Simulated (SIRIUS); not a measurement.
NaCl under changes of volume

One of the cells (22.249 Å³/atom); the others are scaled copies at fixed shape and fractional positions:

```
Cl Na
1.0
     0.00000    2.81257    2.81257
     2.81257    0.00000    2.81257
     2.81257    2.81257    0.00000
Cl Na
1 1
Cartesian
  2.8126 2.8126 2.8126
  0.0000 0.0000 0.0000
```

The cell is a database's computed one.

```yaml
Program: SIRIUS 7.10.0
Functional: PBEsol
Potentials_or_basis: PseudoDojo 0.4.1 PBEsol standard (scalar relativistic)
Cutoff: 1202 eV
Density_cutoff: 4809 eV
k_mesh: 8 × 8 × 8
Occupations: fermi-dirac, width 0.05 eV
Spin: no spin polarisation
```

```csv
volume (Å³/atom),energy over the lowest point (meV/atom),pressure (GPa),gap on the mesh (eV)
20.504,9.11,2.1,5.29
20.940,4.27,1.4,5.20
21.376,?,?,?
22.249,0.00,-0.3,4.97
22.685,1.41,-0.7,4.90
23.121,3.99,-1.1,4.83
```

Task: What does the run at 21.376 Å³/atom give?

Result: Energy over the lowest point 1.26 meV/atom; pressure 0.8 GPa; gap on the mesh 5.12 eV.

Worked out: A Birch-Murnaghan fit of order 3 (a polynomial in V^(-2/3)) to the other rows has its minimum at 22.00 Å³/atom with B0 = V·E''(V) = 26 GPa and B' = 4.7. It gives 1.27 meV/atom at 21.376 Å³/atom, against the run's 1.26, and -dE/dV = 0.8 GPa, against 0.8. A straight line through the other rows of the gap, of slope -3.81 eV per unit of ln V, gives 5.13 eV, against the run's 5.12.

Energies are extrapolated to zero smearing.

A mesh can miss the band edges.
